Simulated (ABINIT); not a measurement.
An input for ABINIT 10.8.3 (AgCl (Fm-3m)):

```
acell 3*1.0 Angstrom
rprim 
  0.000000000000 2.772662996800 2.772662996800
  2.772662996800 0.000000000000 2.772662996800
  2.772662996800 2.772662996800 0.000000000000
ntypat 2
znucl 47 17
natom 2
typat 1 2
xred 
  0.000000000000 0.000000000000 0.000000000000
  0.500000000000 0.500000000000 0.500000000000
pp_dirpath "pseudos"
pseudos "Ag.upf, Cl.upf"
ecut 37
ngkpt 12 12 12
nshiftk 1
shiftk 0 0 0
kptopt 1
chksymbreak 0
iscf -2
irdden 1
istwfk *1
nband 25
nbdbuf 4
tolwfr 1e-09
nstep 60
prtvol 0
indata_prefix "in"
outdata_prefix "out"
tmpdata_prefix "tmp"
```

```sh
OMP_NUM_THREADS=1 mpirun -n 4 abinit run.abi > log
```

How long will it take on 4 MPI ranks of Arm Neoverse V1, shared host, and how much memory?

It took 29 s; on shared hardware allow 14 s to 58 s. Peak host memory was 0.34 GiB.

[Paths, hosts, dates, memory and timing lines, banners, echoed tables and standing remarks are left out of the program output.]

[Logs are printed without paths, hosts, clocks, repeated set-up lines and the standing remarks that a program may print on its own settings, such as how far it seeks lower states.]

[Runs of the session that timed out or met a known fault of the program may be left out.]

[Hosts, paths, dates, database ids (printed as entryN), source tags and the programs' standing remarks are cut or masked in the printed files.]

[G0W0 gaps are taken among the corrected bands and points alone; a level outside them can change the order at an edge.]

[Where Ansatz stands beside ABINIT at settings called matched, ABINIT's density can come from a denser mesh and the files from another edition; pairs whose starting gaps differed by over 0.03 eV were left out, so agreement reads better than it is.]
